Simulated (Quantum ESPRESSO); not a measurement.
# Re (P6_3/mmc) in Quantum ESPRESSO: a series of runs

The runs below take Re through single point, equation of state, with PBEsol.

Everything below comes from runs of Quantum ESPRESSO 7.5. Logs are shortened: lines on timing, memory, paths and dates and some standing lists are left out, and cuts for length are marked.

## 1. The crystal as given

It takes space group P6_3/mmc (No. 194, hexagonal). The conventional cell has a = 2.761 Å, b = 2.761 Å, c = 4.458 Å, α = 90.00°, β = 90.00°, γ = 120.00°. Re (site symmetry -6m2) is surrounded by 12 Re at 2.74 to 2.76 Å.

## 2. Single point, PBEsol, 13.83 Å³/atom

pw.in

```
&CONTROL
  calculation = 'scf'
  prefix = 'pwscf'
  outdir = './tmp'
  pseudo_dir = './pseudo'
  tprnfor = .true.
  tstress = .true.
  disk_io = 'nowf'
/
&SYSTEM
  ibrav = 0
  nat = 2
  ntyp = 1
  ecutwfc = 72
  nbnd = 22
  occupations = 'smearing'
  smearing = 'fd'
  degauss = 0.00367493
/
&ELECTRONS
  conv_thr = 4d-10
  electron_maxstep = 120
  mixing_beta = 0.5
/
ATOMIC_SPECIES
Re   186.2070 Re.upf
CELL_PARAMETERS angstrom
   2.7044413289    0.0000000000    0.0000000000
  -1.3522206645    2.3421148939    0.0000000000
   0.0000000000    0.0000000000    4.3671907899
ATOMIC_POSITIONS crystal
Re     0.6666666667    0.3333333333    0.7500000000
Re     0.3333333333    0.6666666667    0.2500000000
K_POINTS automatic
11 11 6 0 0 0
```

Potentials or basis: PseudoDojo 0.4.1 SR PBEsol standard.

Run with:

```console
OMP_NUM_THREADS=1 pw.x -in pw.in > pw.out
```

pw.out:

```text
This program is part of the open-source Quantum ESPRESSO suite
     for quantum simulation of materials; please cite
[... 9 lines left out ...]
     --------------------
     sticks:   dense  smooth     PW     G-vecs:    dense   smooth      PW
     Sum         511     511    163                15399    15399    2599

     Using Slab Decomposition

     bravais-lattice index     =            0
     lattice parameter (alat)  =       5.1107  a.u.
     unit-cell volume          =     186.6743 (a.u.)^3
     number of atoms/cell      =            2
     number of atomic types    =            1
     number of electrons       =        30.00
     number of Kohn-Sham states=           22
     kinetic-energy cutoff     =      72.0000  Ry
     charge density cutoff     =     288.0000  Ry
     scf convergence threshold =      4.0E-10
     mixing beta               =       0.5000
     number of iterations used =            8  plain     mixing
     Exchange-correlation= PBESOL
                           (   1   4  10   8   0   0   0)

     celldm(1)=   5.110653  celldm(2)=   0.000000  celldm(3)=   0.000000
     celldm(4)=   0.000000  celldm(5)=   0.000000  celldm(6)=   0.000000

     crystal axes: (cart. coord. in units of alat)
               a(1) = (   1.000000   0.000000   0.000000 )
               a(2) = (  -0.500000   0.866025   0.000000 )
               a(3) = (   0.000000   0.000000   1.614822 )

     reciprocal axes: (cart. coord. in units 2 pi/alat)
               b(1) = (  1.000000  0.577350 -0.000000 )
               b(2) = (  0.000000  1.154701  0.000000 )
               b(3) = (  0.000000 -0.000000  0.619263 )

     PseudoPot. # 1 for Re read from file:
     Re.upf
     Pseudo is Norm-conserving + core correction, Zval = 15.0
     Generated using ONCVPSP code by D. R. Hamann
     Using radial grid of 1362 points,  8 beta functions with:
                l(1) =   0
                l(2) =   0
                l(3) =   1
                l(4) =   1
                l(5) =   2
                l(6) =   2
                l(7) =   3
                l(8) =   3

     atomic species   valence    mass     pseudopotential
     Re               15.00   186.20700     Re( 1.00)

     24 Sym. Ops., with inversion, found (12 have fractional translation)

   Cartesian axes

     site n.     atom                  positions (alat units)
         1        Re     tau(   1) = (   0.5000000   0.2886751   1.2111163  )
         2        Re     tau(   2) = (  -0.0000000   0.5773503   0.4037054  )

     number of k points=    64  Fermi-Dirac smearing, width (Ry)=  0.0037
                       cart. coord. in units 2pi/alat
        k(    1) = (   0.0000000   0.0000000   0.0000000), wk =   0.0027548
        k(    2) = (   0.0000000   0.0000000   0.1032106), wk =   0.0055096
        k(    3) = (   0.0000000   0.0000000   0.2064211), wk =   0.0055096
        k(    4) = (   0.0000000   0.0000000  -0.3096317), wk =   0.0027548
        k(    5) = (   0.0000000   0.1049728   0.0000000), wk =   0.0165289
        k(    6) = (   0.0000000   0.1049728   0.1032106), wk =   0.0330579
[... 56 lines left out ...]
        k(   63) = (   0.2727273   0.5773503   0.2064211), wk =   0.0330579
        k(   64) = (   0.2727273   0.5773503  -0.3096317), wk =   0.0165289

     Dense  grid:    15399 G-vectors     FFT dimensions: (  27,  27,  48)

     Initial potential from superposition of free atoms

     starting charge      29.9994, renormalised to      30.0000
     Starting wfcs are   20 randomized atomic wfcs +    2 random wfcs

     Self-consistent Calculation

     iteration #  1     ecut=    72.00 Ry     beta= 0.50
     Davidson diagonalization with overlap
     ethr =  1.00E-02,  avg # of iterations =  3.8

     Threshold (ethr) on eigenvalues was too large:
     Diagonalizing with lowered threshold

     Davidson diagonalization with overlap
     ethr =  2.00E-04,  avg # of iterations =  1.9

     total energy              =    -347.11886987 Ry
     estimated scf accuracy    <       0.06284444 Ry

     iteration #  2     ecut=    72.00 Ry     beta= 0.50
     Davidson diagonalization with overlap
     ethr =  2.09E-04,  avg # of iterations =  2.0

     total energy              =    -347.12609359 Ry
     estimated scf accuracy    <       0.00276955 Ry

     iteration #  3     ecut=    72.00 Ry     beta= 0.50
     Davidson diagonalization with overlap
     ethr =  9.23E-06,  avg # of iterations =  3.9

     total energy              =    -347.12638093 Ry
     estimated scf accuracy    <       0.00024048 Ry
[... 19 lines left out ...]
     total energy              =    -347.12639497 Ry
     estimated scf accuracy    <       0.00000001 Ry

     iteration #  7     ecut=    72.00 Ry     beta= 0.50
     Davidson diagonalization with overlap
     ethr =  4.95E-11,  avg # of iterations =  2.0

     total energy              =    -347.12639497 Ry
     estimated scf accuracy    <          1.8E-09 Ry

     iteration #  8     ecut=    72.00 Ry     beta= 0.50
     Davidson diagonalization with overlap
     ethr =  5.99E-12,  avg # of iterations =  2.0

     End of self-consistent calculation

          k = 0.0000 0.0000 0.0000 (  1907 PWs)   bands (ev):

   -54.0492 -53.8870 -16.6863 -15.3870 -15.3870 -15.1739 -15.1739 -15.1468
    15.4805  18.6816  24.0203  24.0203  24.0327  24.9463  24.9463  25.9620
    25.9620  26.5461  29.4315  29.4315  36.5182  39.2312

          k = 0.0000 0.0000 0.1032 (  1900 PWs)   bands (ev):

   -54.0384 -53.8980 -16.5904 -15.3729 -15.3729 -15.2582 -15.1884 -15.1884
    15.8372  18.7150  23.8237  23.8715  23.8715  24.7265  24.7265  25.6280
    26.4445  26.4445  29.4706  29.4706  37.8500  38.6339

          k = 0.0000 0.0000 0.2064 (  1888 PWs)   bands (ev):

   -54.0090 -53.9279 -16.3238 -15.5558 -15.3342 -15.3342 -15.2277 -15.2277
    16.7965  18.6293  23.3754  23.7480  23.7480  24.0291  24.2699  24.2699
    27.4843  27.4843  29.2922  29.2922  38.4084  40.3240
[... 355 lines left out ...]
          k = 0.2727 0.5774 0.2064 (  1927 PWs)   bands (ev):

   -53.8631 -53.8548 -16.3863 -16.3280 -16.1116 -15.8982 -15.5167 -15.4531
    20.3670  21.0873  21.5398  21.8566  23.3614  23.7532  25.6102  26.9396
    29.2220  29.7883  34.1659  34.4115  37.4218  38.6726

          k = 0.2727 0.5774-0.3096 (  1918 PWs)   bands (ev):

   -53.8590 -53.8590 -16.4042 -16.4042 -16.0116 -16.0116 -15.4267 -15.4267
    20.5998  20.5998  21.9316  21.9316  23.4777  23.4777  25.9011  25.9011
    29.5352  29.5352  35.4109  35.4109  37.1337  37.1337

     the Fermi energy is    25.7906 ev

!    total energy              =    -347.12639497 Ry
     estimated scf accuracy    <          1.7E-10 Ry
     smearing contrib. (-TS)   =      -0.00085969 Ry
     internal energy E=F+TS    =    -347.12553529 Ry

     The total energy is F=E-TS. E is the sum of the following terms:
     one-electron contribution =     -27.40330928 Ry
     hartree contribution      =      35.84371780 Ry
     xc contribution           =     -69.05558188 Ry
     ewald contribution        =    -286.51036192 Ry

     convergence has been achieved in   8 iterations

     Forces acting on atoms (cartesian axes, Ry/au):

     atom    1 type  1   force =     0.00000000    0.00000000    0.00000000
     atom    2 type  1   force =    -0.00000000   -0.00000000    0.00000000

     Total force =     0.000000     Total SCF correction =     0.000000

     Computing stress (Cartesian axis) and pressure

          total   stress  (Ry/bohr**3)                   (kbar)     P=      220.22
   0.00149005   0.00000000   0.00000000          219.19        0.00        0.00
   0.00000000   0.00149005   0.00000000            0.00      219.19        0.00
   0.00000000  -0.00000000   0.00151107            0.00       -0.00      222.29

=------------------------------------------------------------------------------=
   JOB DONE.
=------------------------------------------------------------------------------=
```

Run time: 53 s. Hardware: 1 thread of Intel Xeon Platinum 8259CL at 2.50GHz (Skylake/Cascade Lake), shared host; peak memory 0.09 GiB.

Results:

| Item | Value |
| --- | --- |
| Free energy | -4722.8952 eV |
| Pressure | 22.0 GPa |
| Band gap on the k mesh | none (metal or under the smearing width) |

## 3. Single point, PBEsol, 14.13 Å³/atom

pw.in: that of step 2 with these lines changed.

```diff
@@ -27,5 +27,5 @@
 CELL_PARAMETERS angstrom
-   2.7044413289    0.0000000000    0.0000000000
-  -1.3522206645    2.3421148939    0.0000000000
-   0.0000000000    0.0000000000    4.3671907899
+   2.7234873179    0.0000000000    0.0000000000
+  -1.3617436590    2.3586092042    0.0000000000
+   0.0000000000    0.0000000000    4.3979466679
 ATOMIC_POSITIONS crystal
```

Potentials or basis: PseudoDojo 0.4.1 SR PBEsol standard.

Run with:

```console
OMP_NUM_THREADS=1 pw.x -in pw.in > pw.out
```

Run time: 48 s. Hardware: 1 thread of Intel Xeon Platinum 8259CL at 2.50GHz (Skylake/Cascade Lake), shared host; peak memory 0.09 GiB.

Results (log left out):

| Quantity | Value |
| --- | --- |
| Free energy | -4722.9581 eV |
| Pressure | 12.3 GPa |
| Band gap on the k mesh | none (metal or under the smearing width) |

## 4. Single point, PBEsol, 14.42 Å³/atom

pw.in: that of step 3 with these lines changed.

```diff
@@ -27,5 +27,5 @@
 CELL_PARAMETERS angstrom
-   2.7234873179    0.0000000000    0.0000000000
-  -1.3617436590    2.3586092042    0.0000000000
-   0.0000000000    0.0000000000    4.3979466679
+   2.7422705826    0.0000000000    0.0000000000
+  -1.3711352913    2.3748759886    0.0000000000
+   0.0000000000    0.0000000000    4.4282782931
 ATOMIC_POSITIONS crystal
```

Run with:

```console
OMP_NUM_THREADS=1 pw.x -in pw.in > pw.out
```

Wall time 53 s (1 thread of Intel Xeon Platinum 8259CL at 2.50GHz (Skylake/Cascade Lake), shared host); peak memory 0.09 GiB.

The run converged. Its results:

```yaml
Free_energy: -4722.9871 eV
Pressure: 3.6 GPa
Band_gap_on_the_k_mesh: none (metal or under the smearing width)
```

## 5. Single point, PBEsol, 14.71 Å³/atom

pw.in: that of step 4 with these lines changed.

```diff
@@ -27,5 +27,5 @@
 CELL_PARAMETERS angstrom
-   2.7422705826    0.0000000000    0.0000000000
-  -1.3711352913    2.3748759886    0.0000000000
-   0.0000000000    0.0000000000    4.4282782931
+   2.7608000000    0.0000000000    0.0000000000
+  -1.3804000000    2.3909229348    0.0000000000
+   0.0000000000    0.0000000000    4.4582000000
 ATOMIC_POSITIONS crystal
```

Run with:

```console
OMP_NUM_THREADS=1 pw.x -in pw.in > pw.out
```

Wall time 45 s (1 thread of Intel Xeon Platinum 8259CL at 2.50GHz (Skylake/Cascade Lake), shared host); peak memory 0.09 GiB.

The run converged. Its results:

* Free energy: -4722.9858 eV
* Pressure: -4.3 GPa
* Band gap on the k mesh: none (metal or under the smearing width)

## 6. Single point, PBEsol, 15.01 Å³/atom

pw.in: that of step 5 with these lines changed.

```diff
@@ -27,5 +27,5 @@
 CELL_PARAMETERS angstrom
-   2.7608000000    0.0000000000    0.0000000000
-  -1.3804000000    2.3909229348    0.0000000000
-   0.0000000000    0.0000000000    4.4582000000
+   2.7790839766    0.0000000000    0.0000000000
+  -1.3895419883    2.4067573230    0.0000000000
+   0.0000000000    0.0000000000    4.4877253638
 ATOMIC_POSITIONS crystal
```

Potentials or basis: PseudoDojo 0.4.1 SR PBEsol standard.

Run with:

```console
OMP_NUM_THREADS=1 pw.x -in pw.in > pw.out
```

It took 47 s on 1 thread of Intel Xeon Platinum 8259CL at 2.50GHz (Skylake/Cascade Lake), shared host; peak memory 0.09 GiB.

Results (log left out):

* Free energy: -4722.9571 eV
* Pressure: -11.3 GPa
* Band gap on the k mesh: none (metal or under the smearing width)

## 7. Single point, PBEsol, 15.30 Å³/atom

pw.in: that of step 6 with these lines changed.

```diff
@@ -27,5 +27,5 @@
 CELL_PARAMETERS angstrom
-   2.7790839766    0.0000000000    0.0000000000
-  -1.3895419883    2.4067573230    0.0000000000
-   0.0000000000    0.0000000000    4.4877253638
+   2.7971304821    0.0000000000    0.0000000000
+  -1.3985652410    2.4223860552    0.0000000000
+   0.0000000000    0.0000000000    4.5168672541
 ATOMIC_POSITIONS crystal
```

Run with:

```console
OMP_NUM_THREADS=1 pw.x -in pw.in > pw.out
```

It took 45 s on 1 thread of Intel Xeon Platinum 8259CL at 2.50GHz (Skylake/Cascade Lake), shared host; peak memory 0.1 GiB.

The run converged. Its results:

* Free energy: -4722.9040 eV
* Pressure: -17.6 GPa
* Band gap on the k mesh: none (metal or under the smearing width)

## 8. Single point, PBEsol, 15.60 Å³/atom

pw.in: that of step 7 with these lines changed.

```diff
@@ -27,5 +27,5 @@
 CELL_PARAMETERS angstrom
-   2.7971304821    0.0000000000    0.0000000000
-  -1.3985652410    2.4223860552    0.0000000000
-   0.0000000000    0.0000000000    4.5168672541
+   2.8149470801    0.0000000000    0.0000000000
+  -1.4074735401    2.4378156817    0.0000000000
+   0.0000000000    0.0000000000    4.5456378849
 ATOMIC_POSITIONS crystal
```

Run with:

```console
OMP_NUM_THREADS=1 pw.x -in pw.in > pw.out
```

It took 49 s on 1 thread of Intel Xeon Platinum 8259CL at 2.50GHz (Skylake/Cascade Lake), shared host; peak memory 0.09 GiB.

Results (log left out):

```
Free energy            : -4722.8290 eV
Pressure               : -23.2 GPa
Band gap on the k mesh : none (metal or under the smearing width)
```

## 9. Equation of state, PBEsol

Potentials or basis: PseudoDojo 0.4.1 SR PBEsol standard.

No new run: the results of the series are fitted here.

What came out:

```yaml
Equilibrium_volume: 14.55 Å³/atom
Bulk_modulus_at_fixed_shape_and_positions: 389 GPa
Pressure_derivative_of_the_bulk_modulus: 4.4
```

Energy against volume, from the lowest point:
```
volume (Å³/atom)  energy (meV/atom)
          13.831              45.97
          14.125              14.52
          14.420               0.00
          14.714               0.69
          15.008              15.02
          15.303              41.56
          15.597              79.07
```

Caveat: the cell was scaled at fixed shape and fractional positions, which overstates the stiffness of a crystal with free parameters, most of all of layers and chains. The run has no spin-orbit coupling, so splittings on Re are missing.
